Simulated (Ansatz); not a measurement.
# Static equation of state of rutile SnO2, size series (96 atoms)

The cell holds 96 atoms: 32 Sn and 64 O. Cell: a = 9.750 Å, b = 9.750 Å, c = 12.989 Å, α = 90.0°, β = 90.0°, γ = 90.0°. It derives from SnO2 (rutile), repeated 2×2×4. The starting structure: Rutile SnO2 (cell 4.737, 4.737, 3.186, 90, 90, 90), 2 x 2 x 4 conventional cells; ideal positions.

Calculated with Ansatz 0.2.0: Kohn-Sham DFT, RPBE, PAW (set soft_2), plane waves; cutoff 420 eV, Γ point, fixed occupations. Cell and atoms were relaxed first, to V0 = 12.862 Å³ an atom at a residual P0 = 0.029 GPa. The cell was then scaled evenly, and the atoms were relaxed at each volume.

| volume (Å³/atom) | pressure (GPa) |
| --- | --- |
| 11.575 | 22.54 |
| 12.090 | ? |
| 12.476 | 5.462 |
| 13.248 | -4.504 |

**Question.** Fit the third-order Birch–Murnaghan equation to the rows given and interpolate to the withheld row.

**Working.**

Take the Eulerian strain f = ½[(V0/V)^(2/3) − 1] and the normalised pressure F = (P − P0) / [3f(1 + 2f)^(5/2)]. The third-order Birch–Murnaghan equation is then the line F = B0 + (3/2)B0(B′ − 4) f, so u = f and v = F.

| u = f | v = F (GPa) |
| --- | --- |
| 0.0363833 | 172.995 |
| 0.0102568 | 167.821 |
| -0.00975649 | 162.703 |

With n = 3: mean u = 0.0122946, mean v = 167.839, Σ(u − ū)² = 0.0010707, Σ(u − ū)(v − v̄) = 0.23748. Slope b = 0.23748 / 0.0010707 = 221.81; intercept a = v̄ − b ū = 165.11.

So B0 = a = 165 GPa and B′ = 4 + 2b/(3a) = 4.90. At the withheld volume f = 0.02106, F = a + b f = 169.8 GPa, and P = P0 + 3f(1 + 2f)^(5/2) F.

Prediction at 12.090: 11.92 GPa. The run gave 11.95 GPa, so the fit is low by 0.034 GPa (0.28 % of the value).

B′ = 4.9 lies in the range of 3 to 6 that is common for dense crystals. Among the rows given, the largest miss of the fit is at 11.575, by 0.024 GPa (0.090 % of the range of the table).

Limits: Static cells at zero temperature; the cell shape is held. The program notes that the SCF threshold of these relaxations is loose for the stress. Only the Γ point is sampled, in a cell whose shortest periodic width is 10 Å.

[Hosts, paths, dates, database ids (printed as entryN), source tags and the programs' standing remarks are cut or masked in the printed files.]
